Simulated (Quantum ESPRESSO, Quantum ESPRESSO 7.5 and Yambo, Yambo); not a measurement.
# GaAs (F-43m): G0W0 with Yambo, start to end

How does a plane-wave GW calculation on GaAs (F-43m) run from the first input to the gap?

Program: Quantum ESPRESSO 7.5 and Yambo 5.3.0. Level of theory: PBE and many-body steps on it, plane waves. Results are calculated unless marked as measured.

**Experimental background.**

- Gap 1.51 eV: band-edge emission energy from PL (direct gap at Gamma); photoluminescence, 633 nm excitation; 77 K; bulk crystal (MBE GaAs matrix around a thin InAs wetting layer on semi-insulating GaAs (100)) (“Photoluminescence of InAs/GaAs quantum dots under direct two-photon excitation”, 2020, pmc:7331710).

- Gap 1.418 ± 0.005 eV: direct gap E0 at Gamma from PR; modulated photoreflectance, low-field lineshape fit; 300 K; bulk crystal (semi-insulating GaAs(001) reference substrate) (“Evidence of valence band perturbations in GaAsN/GaAs(001): A combined variable-angle spectroscopic ellipsometry and modulated photoreflectance investigation”, 2008, arxiv:0805.2212).

- Gap 1.42 eV: band-edge photoluminescence emission energy of the GaAs substrate; time-integrated photoluminescence; 300 K; bulk crystal ((001) GaAs substrate beneath GaBiAs epilayers) (“Investigation of the anisotropic electron g factor as a probe of the electronic structure of GaBixAs1-x/GaAs epilayers”, 2014, arxiv:1409.8467).

- Gap 1.412 ± 0.01 eV: direct gap E0 at Gamma from ellipsometry; variable-angle spectroscopic ellipsometry, parametric critical-point fit; 300 K; bulk crystal (semi-insulating GaAs(001) reference substrate with native oxide) (“Evidence of valence band perturbations in GaAsN/GaAs(001): A combined variable-angle spectroscopic ellipsometry and modulated photoreflectance investigation”, 2008, arxiv:0805.2212).

### 1. The structure

It takes space group F-43m (No. 216, cubic). Conventional cell: a = 5.654 Å, b = 5.654 Å, c = 5.654 Å, α = 90.00°, β = 90.00°, γ = 90.00°. Ga has 4 As at 2.45 Å nearest. Nearest to As lie 4 Ga at 2.45 Å. Farther neighbours are not listed.

The cell and positions come from the Crystallography Open Database and are kept as given unless a step says otherwise.

### 2. Ground state

This step: Quantum ESPRESSO 7.5; DFT, PBE, plane waves, norm-conserving pseudopotentials.

The ground-state density comes first.

Contents of pw.in:

```
&control
  calculation = 'scf'
  prefix = 'x'
  outdir = 'o'
  pseudo_dir = 'pseudo'
/
&system
  ibrav = 0
  nat = 2
  ntyp = 2
  ecutwfc = 76.0
  nbnd = 19
  force_symmorphic = .true.
/
&electrons
  conv_thr = 1e-10
  electron_maxstep = 80
  mixing_beta = 0.5
/
ATOMIC_SPECIES
  Ga 69.723 Ga.upf
  As 74.922 As.upf
CELL_PARAMETERS angstrom
  0.0000000000 2.8268500000 2.8268500000
  2.8268500000 0.0000000000 2.8268500000
  2.8268500000 2.8268500000 0.0000000000
ATOMIC_POSITIONS crystal
  Ga 0.0000000000 0.0000000000 0.0000000000
  As 0.2500000000 0.2500000000 0.2500000000
K_POINTS automatic
  6 6 6 0 0 0
```

Run with:

```console
$ OMP_NUM_THREADS=1 mpirun -n 4 pw.x -nk 4 -in pw.in > pw.out
```

What it wrote:

```text
Program PWSCF v.7.5 starts

     This program is part of the open-source Quantum ESPRESSO suite
     for quantum simulation of materials; please cite
         "P. Giannozzi et al., J. Phys.:Condens. Matter 21 395502 (2009);
         "P. Giannozzi et al., J. Phys.:Condens. Matter 29 465901 (2017);
         "P. Giannozzi et al., J. Chem. Phys. 152 154105 (2020);
     in publications or presentations arising from this work. More details at
     Message from routine setup:
     using ibrav=0 with symmetry is DISCOURAGED, use correct ibrav instead

     G-vector sticks info

     bravais-lattice index     =            0
     lattice parameter (alat)  =       7.5547  a.u.
     unit-cell volume          =     304.8842 (a.u.)^3
     number of atoms/cell      =            2
     number of atomic types    =            2
     number of electrons       =        28.00
     number of Kohn-Sham states=           19
     kinetic-energy cutoff     =      76.0000  Ry
     charge density cutoff     =     304.0000  Ry
     scf convergence threshold =      1.0E-10
     mixing beta               =       0.5000
     number of iterations used =            8  plain     mixing
     Exchange-correlation= PBE
                           (   1   4   3   4   0   0   0)

     celldm(1)=   7.554690  celldm(2)=   0.000000  celldm(3)=   0.000000
     celldm(4)=   0.000000  celldm(5)=   0.000000  celldm(6)=   0.000000

     crystal axes: (cart. coord. in units of alat)
               a(1) = (   0.000000   0.707107   0.707107 )
               a(2) = (   0.707107   0.000000   0.707107 )
               a(3) = (   0.707107   0.707107   0.000000 )

     reciprocal axes: (cart. coord. in units 2 pi/alat)
               b(1) = ( -0.707107  0.707107  0.707107 )
               b(2) = (  0.707107 -0.707107  0.707107 )
               b(3) = (  0.707107  0.707107 -0.707107 )
     Pseudo is Norm-conserving + core correction, Zval = 13.0
     Generated using ONCVPSP code by D. R. Hamann
     Using radial grid of 1902 points,  6 beta functions with:
     Pseudo is Norm-conserving + core correction, Zval = 15.0
     Generated using ONCVPSP code by D. R. Hamann
     Using radial grid of 1358 points,  6 beta functions with:
     Ga               13.00    69.72300     Ga( 1.00)
     As               15.00    74.92200     As( 1.00)

     24 Sym. Ops. (no inversion) found

   Cartesian axes

     site n.     atom                  positions (alat units)
         1        Ga     tau(   1) = (   0.0000000   0.0000000   0.0000000  )
         2        As     tau(   2) = (   0.3535534   0.3535534   0.3535534  )

     number of k points=    16
                       cart. coord. in units 2pi/alat
        k(    1) = (   0.0000000   0.0000000   0.0000000), wk =   0.0092593
        k(    2) = (   0.1178511   0.1178511  -0.1178511), wk =   0.0740741
        k(    3) = (   0.2357023   0.2357023  -0.2357023), wk =   0.0740741
        k(    4) = (  -0.3535534  -0.3535534   0.3535534), wk =   0.0370370
        k(    5) = (   0.2357023   0.0000000  -0.0000000), wk =   0.0555556
        k(    6) = (   0.3535534   0.1178511  -0.1178511), wk =   0.2222222
        k(    7) = (  -0.2357023  -0.4714045   0.4714045), wk =   0.2222222
        k(    8) = (  -0.1178511  -0.3535534   0.3535534), wk =   0.2222222
        k(    9) = (   0.0000000  -0.2357023   0.2357023), wk =   0.1111111
        k(   10) = (   0.4714045   0.0000000  -0.0000000), wk =   0.0555556
     [... 4 further rows ...]
        k(   15) = (  -0.1178511  -0.3535534   0.5892557), wk =   0.2222222
        k(   16) = (  -0.7071068   0.2357023   0.0000000), wk =   0.1111111

     Dense  grid:    27317 G-vectors     FFT dimensions: (  45,  45,  45)

     Initial potential from superposition of free atoms

     starting charge      27.9971, renormalised to      28.0000
     Starting wfcs are   18 randomized atomic wfcs +    1 random wfcs

     per-process dynamical memory:    26.4 Mb

     Self-consistent Calculation

     iteration #  1     ecut=    76.00 Ry     beta= 0.50

     Threshold (ethr) on eigenvalues was too large:
     Diagonalizing with lowered threshold

     total energy              =    -365.12033810 Ry
     estimated scf accuracy    <       0.04920319 Ry

     iteration #  2     ecut=    76.00 Ry     beta= 0.50

     total energy              =    -365.12633094 Ry
     estimated scf accuracy    <       0.00570716 Ry

     iteration #  3     ecut=    76.00 Ry     beta= 0.50

     total energy              =    -365.12658541 Ry
     estimated scf accuracy    <       0.00093469 Ry

     iteration #  4     ecut=    76.00 Ry     beta= 0.50

     total energy              =    -365.12663297 Ry
     estimated scf accuracy    <       0.00001895 Ry

     iteration #  5     ecut=    76.00 Ry     beta= 0.50

     total energy              =    -365.12663683 Ry
     estimated scf accuracy    <       0.00000133 Ry

     iteration #  6     ecut=    76.00 Ry     beta= 0.50

     total energy              =    -365.12663707 Ry
     estimated scf accuracy    <       0.00000011 Ry

     iteration #  7     ecut=    76.00 Ry     beta= 0.50

     total energy              =    -365.12663711 Ry
     estimated scf accuracy    <          8.3E-09 Ry

     iteration #  8     ecut=    76.00 Ry     beta= 0.50

     total energy              =    -365.12663711 Ry
     estimated scf accuracy    <          1.9E-09 Ry

     iteration #  9     ecut=    76.00 Ry     beta= 0.50

     total energy              =    -365.12663711 Ry
     estimated scf accuracy    <          4.0E-10 Ry

     iteration # 10     ecut=    76.00 Ry     beta= 0.50

     End of self-consistent calculation

          k = 0.0000 0.0000 0.0000 (  3479 PWs)   bands (ev):

   -26.4007 -26.4007 -26.4007 -26.3913 -26.3913  -6.0157  -6.0157  -6.0157
    -5.9387  -5.9387  -3.9193   8.8080   8.8080   8.8080   9.3217  12.5467
    12.5467  12.5467  16.4118

          k = 0.1179 0.1179-0.1179 (  3425 PWs)   bands (ev):

   -26.4006 -26.4001 -26.4001 -26.3908 -26.3908  -6.0381  -6.0097  -6.0097
    -5.9387  -5.9387  -3.5994   6.0965   8.4280   8.4280  10.4417  13.0939
    13.0939  13.4945  17.8802

          k = 0.2357 0.2357-0.2357 (  3428 PWs)   bands (ev):

   -26.4004 -26.3999 -26.3999 -26.3908 -26.3908  -6.0772  -6.0000  -6.0000
    -5.9370  -5.9370  -2.7734   3.4316   7.8825   7.8825  10.0255  13.5124
    13.5124  16.0615  17.5874

          k =-0.3536-0.3536 0.3536 (  3426 PWs)   bands (ev):

     [... further k-points ...]

     highest occupied, lowest unoccupied level (ev):     8.8080    9.3217

!    total energy              =    -365.12663711 Ry
     estimated scf accuracy    <          1.4E-11 Ry

     The total energy is the sum of the following terms:
     one-electron contribution =    -192.06416925 Ry
     hartree contribution      =     114.73274341 Ry
     xc contribution           =     -89.44237749 Ry
     ewald contribution        =    -198.35283378 Ry

     convergence has been achieved in  10 iterations

     XML data file, charge density, pseudopotentials, collected wavefunctions

=------------------------------------------------------------------------------=
   JOB DONE.
=------------------------------------------------------------------------------=
```

Elapsed: 5.3 s, on 4 MPI ranks of Arm Neoverse V2, shared host; peak memory 0.28 GiB; 21 s of CPU time.

Numbers from this step:

- total energy: -4967.8010 eV
- gap: 0.5137 eV
- k of the valence top: 0, 0, 0
- k of the conduction bottom: 0, 0, 0
- least direct gap: 0.5137 eV

The gap is direct, at Γ.

### 3. Bands along the symmetry lines

Levels along a band path, at the cheap level, show where the edges lie and whether the meshes to come will hold them.

Contents of pw.in:

```
&control
  calculation = 'bands'
  prefix = 'x'
  outdir = 'o'
  pseudo_dir = 'pseudo'
/
&system
  ibrav = 0
  nat = 2
  ntyp = 2
  ecutwfc = 76.0
  nbnd = 20
  force_symmorphic = .true.
/
&electrons
  conv_thr = 1e-9
  electron_maxstep = 80
  diago_full_acc = .true.
  diago_thr_init = 5e-6
/
ATOMIC_SPECIES
  Ga 69.723 Ga.upf
  As 74.922 As.upf
CELL_PARAMETERS angstrom
  0.0000000000 2.8268500000 2.8268500000
  2.8268500000 0.0000000000 2.8268500000
  2.8268500000 2.8268500000 0.0000000000
ATOMIC_POSITIONS crystal
  Ga 0.0000000000 0.0000000000 0.0000000000
  As 0.2500000000 0.2500000000 0.2500000000
K_POINTS crystal
  50
  0.00000000 0.00000000 0.00000000 1
  -0.06250000 -0.06250000 0.00000000 1
  -0.12500000 -0.12500000 0.00000000 1
  -0.18750000 -0.18750000 0.00000000 1
  -0.25000000 -0.25000000 0.00000000 1
  -0.31250000 -0.31250000 0.00000000 1
  -0.37500000 -0.37500000 0.00000000 1
  -0.43750000 -0.43750000 0.00000000 1
  -0.50000000 -0.50000000 0.00000000 1
  -0.48437500 -0.48437500 0.03125000 1
  -0.46875000 -0.46875000 0.06250000 1
  -0.45312500 -0.45312500 0.09375000 1
  -0.43750000 -0.43750000 0.12500000 1
  -0.42187500 -0.42187500 0.15625000 1
  -0.40625000 -0.40625000 0.18750000 1
  -0.39062500 -0.39062500 0.21875000 1
  -0.37500000 -0.37500000 0.25000000 1
  -0.37500000 0.00000000 0.37500000 1
  -0.32812500 0.00000000 0.32812500 1
  -0.28125000 0.00000000 0.28125000 1
  -0.23437500 0.00000000 0.23437500 1
  -0.18750000 0.00000000 0.18750000 1
  -0.14062500 0.00000000 0.14062500 1
  -0.09375000 0.00000000 0.09375000 1
  -0.04687500 0.00000000 0.04687500 1
  0.00000000 0.00000000 0.00000000 1
  0.00000000 0.00000000 0.06250000 1
  0.00000000 0.00000000 0.12500000 1
  0.00000000 0.00000000 0.18750000 1
  0.00000000 0.00000000 0.25000000 1
  0.00000000 0.00000000 0.31250000 1
  0.00000000 0.00000000 0.37500000 1
  0.00000000 0.00000000 0.43750000 1
  -0.00000000 -0.00000000 0.50000000 1
  -0.06250000 -0.03125000 0.46875000 1
  -0.12500000 -0.06250000 0.43750000 1
  -0.18750000 -0.09375000 0.40625000 1
  -0.25000000 -0.12500000 0.37500000 1
  -0.31250000 -0.15625000 0.34375000 1
  -0.37500000 -0.18750000 0.31250000 1
  -0.43750000 -0.21875000 0.28125000 1
  -0.50000000 -0.25000000 0.25000000 1
  -0.50000000 -0.28125000 0.21875000 1
  -0.50000000 -0.31250000 0.18750000 1
  -0.50000000 -0.34375000 0.15625000 1
  -0.50000000 -0.37500000 0.12500000 1
  -0.50000000 -0.40625000 0.09375000 1
  -0.50000000 -0.43750000 0.06250000 1
  -0.50000000 -0.46875000 0.03125000 1
  -0.50000000 -0.50000000 0.00000000 1
```

What it wrote:

```text
[banner, memory and clock lines left out]
Program PWSCF v.7.5 starts

     Atomic positions and unit cell read from directory:
     o/x.save/

     Message from routine setup:
     using ibrav=0 with symmetry is DISCOURAGED, use correct ibrav instead

     G-vector sticks info

     bravais-lattice index     =            0
     lattice parameter (alat)  =       7.5547  a.u.
     unit-cell volume          =     304.8842 (a.u.)^3
     number of atoms/cell      =            2
     number of atomic types    =            2
     number of electrons       =        28.00
     number of Kohn-Sham states=           20
     kinetic-energy cutoff     =      76.0000  Ry
     charge density cutoff     =     304.0000  Ry
     Exchange-correlation= PBE
                           (   1   4   3   4   0   0   0)

     celldm(1)=   7.554690  celldm(2)=   0.000000  celldm(3)=   0.000000
     celldm(4)=   0.000000  celldm(5)=   0.000000  celldm(6)=   0.000000

     crystal axes: (cart. coord. in units of alat)
               a(1) = (   0.000000   0.707107   0.707107 )
               a(2) = (   0.707107   0.000000   0.707107 )
               a(3) = (   0.707107   0.707107   0.000000 )

     reciprocal axes: (cart. coord. in units 2 pi/alat)
               b(1) = ( -0.707107  0.707107  0.707107 )
               b(2) = (  0.707107 -0.707107  0.707107 )
               b(3) = (  0.707107  0.707107 -0.707107 )
     Pseudo is Norm-conserving + core correction, Zval = 13.0
     Generated using ONCVPSP code by D. R. Hamann
     Using radial grid of 1902 points,  6 beta functions with:
     Pseudo is Norm-conserving + core correction, Zval = 15.0
     Generated using ONCVPSP code by D. R. Hamann
     Using radial grid of 1358 points,  6 beta functions with:
     Ga               13.00    69.72300     Ga( 1.00)
     As               15.00    74.92200     As( 1.00)

     24 Sym. Ops. (no inversion) found

   Cartesian axes

     site n.     atom                  positions (alat units)
         1        Ga     tau(   1) = (   0.0000000   0.0000000   0.0000000  )
         2        As     tau(   2) = (   0.3535534   0.3535534   0.3535534  )

     number of k points=    50
                       cart. coord. in units 2pi/alat
        k(    1) = (   0.0000000   0.0000000   0.0000000), wk =   0.0400000
        k(    2) = (   0.0000000   0.0000000  -0.0883883), wk =   0.0400000
        k(    3) = (   0.0000000   0.0000000  -0.1767767), wk =   0.0400000
[...]
[... 38 further rows ...]
        k(   49) = (   0.0441942  -0.0000000  -0.7071068), wk =   0.0400000
        k(   50) = (   0.0000000   0.0000000  -0.7071068), wk =   0.0400000

     Dense  grid:    27317 G-vectors     FFT dimensions: (  45,  45,  45)

     The potential is recalculated from file :
     o/x.save/charge-density

     Starting wfcs are   18 randomized atomic wfcs +    2 random wfcs

     Band Structure Calculation

     End of band structure calculation

          k = 0.0000 0.0000 0.0000 (  3479 PWs)   bands (ev):

   -26.4007 -26.4007 -26.4007 -26.3913 -26.3913  -6.0158  -6.0158  -6.0158
    -5.9387  -5.9387  -3.9193   8.8080   8.8080   8.8080   9.3217  12.5467
    12.5467  12.5467  16.4118  18.9704

          k = 0.0000 0.0000-0.0884 (  3439 PWs)   bands (ev):

   -26.4005 -26.4003 -26.4003 -26.3911 -26.3910  -6.0215  -6.0139  -6.0139
[...]
12.8203  12.8203  16.7669  18.0926

          k = 0.0000 0.0000-0.1768 (  3431 PWs)   bands (ev):

[...]
13.5070  13.5070  16.8567  17.7161

          k =-0.0000 0.0000-0.2652 (  3431 PWs)   bands (ev):

[...]
k = 0.0000 0.0000-0.3536 (  3399 PWs)   bands (ev):

[...]
k = 0.0000-0.0000-0.4419 (  3431 PWs)   bands (ev):

[...]
k =-0.0000 0.0000-0.5303 (  3407 PWs)   bands (ev):

[...]
k = 0.0000-0.0000-0.6187 (  3406 PWs)   bands (ev):

[...]
k = 0.5303-0.0000-0.5303 (  3414 PWs)   bands (ev):

[...]
k = 0.0000 0.0000 0.0000 (  3479 PWs)   bands (ev):

[...]
k = 0.1326 0.0000-0.7071 (  3386 PWs)   bands (ev):

[...]
k = 0.0884-0.0000-0.7071 (  3386 PWs)   bands (ev):

[...]
k = 0.0442-0.0000-0.7071 (  3384 PWs)   bands (ev):

[...]
18.8132  18.8300  19.7860  21.6940

          k = 0.0000 0.0000-0.7071 (  3378 PWs)   bands (ev):

   -26.4015 -26.3983 -26.3983 -26.3912 -26.3897  -6.1266  -5.9663  -5.9663
    -5.9643  -5.9262  -1.4201   1.9932   6.1323   6.1323  10.2765  10.4697
    18.9814  18.9814  19.7877  22.1254

     XML data file, pseudopotentials, collected wavefunctions
```

Elapsed: 4.9 s, on 4 MPI ranks; peak memory 0.23 GiB.

Numbers from this step:

```yaml
gap: 0.5137 eV
k_of_the_valence_top: 0, 0, 0
k_of_the_conduction_bottom: 0, 0, 0
least_direct_gap: 0.5137 eV
```

The gap is 0.514 eV, as in the run before at this level.

Electronic bands along the path, in eV, zero at the top of the highest filled band:

```tsv
point	band 11	band 12	band 13	band 14	band 15	band 16	band 17	band 18
Γ	-12.73	0.00	0.00	0.00	0.51	3.74	3.74	3.74
halfway	-11.80	-4.09	-1.69	-1.69	1.99	3.27	6.62	6.62
X	-10.23	-6.81	-2.68	-2.68	1.47	1.66	10.17	10.17
halfway	-10.22	-6.77	-3.20	-2.57	1.66	2.57	9.21	9.42
U	-10.26	-6.63	-3.86	-2.26	1.97	4.64	7.96	8.07
jump to K	-10.26	-6.63	-3.86	-2.26	1.97	4.64	7.96	8.07
halfway	-11.72	-4.56	-2.44	-0.68	2.69	4.77	4.81	5.65
Γ	-12.73	0.00	0.00	0.00	0.51	3.74	3.74	3.74
halfway	-12.04	-4.14	-0.68	-0.68	1.45	4.60	4.60	5.96
L	-10.97	-6.64	-1.14	-1.14	1.00	4.64	4.64	7.77
halfway	-10.62	-6.48	-3.22	-1.94	3.03	4.17	6.35	7.69
W	-10.17	-6.63	-3.53	-3.34	4.62	4.72	5.42	6.05
halfway	-10.20	-6.73	-3.14	-3.04	2.56	2.76	8.15	8.36
X	-10.23	-6.81	-2.68	-2.68	1.47	1.66	10.17	10.17
```

The electronic bands as a text plot (rows in eV, shown from -8.0 to 6.5 only):

```
    6.2 |                  +++              +         ++ +++
    5.6 |    +              +++++++                  +  ++++
    5.0 |                       +  ++      +      +++    ++
    4.4 |  ++             +      ++      +++++++++++++++++++
    3.8 |++              +         ++++++++             +   +
    3.2 |  +++++        +                             ++
    2.6 |  +++  +++    +    +++++++                  +       ++
    2.0 |     ++   ++ + ++++       ++               +         +++
    1.4 | +     ++++++++             +  ++++++++  ++            +
    0.8 |+                            ++        ++
    0.2 |*                           ****
   -0.4 | ***                   ******   ****
   -1.0 | *  *                **   ***  *    *******
   -1.7 |     **           ***   **               *****
   -2.3 |  **   ***     ***     *  **    **         *  *
   -2.9 |    *     *****      **           *         *  **   ****
   -3.5 |              ***  **   **                   *******
   -4.1 |     **          **                *
   -4.7 |                       *
   -5.3 |       **            **             **
   -5.9 |         *         **                 *
   -6.5 |          **  *****                    ****************
   -7.1 |            **                                         *
   -7.7 |
         Γ           X  U|K            Γ         L        W     X
```

[end of part 1 of 3]

[Paths, hosts, dates, memory and timing lines, banners, echoed tables and standing remarks are left out of the program output.]

[Logs are printed without paths, hosts, clocks, repeated set-up lines and the standing remarks that a program may print on its own settings, such as how far it seeks lower states.]

[Runs of the session that timed out or met a known fault of the program may be left out.]

[Hosts, paths, dates, database ids (printed as entryN), source tags and the programs' standing remarks are cut or masked in the printed files.]
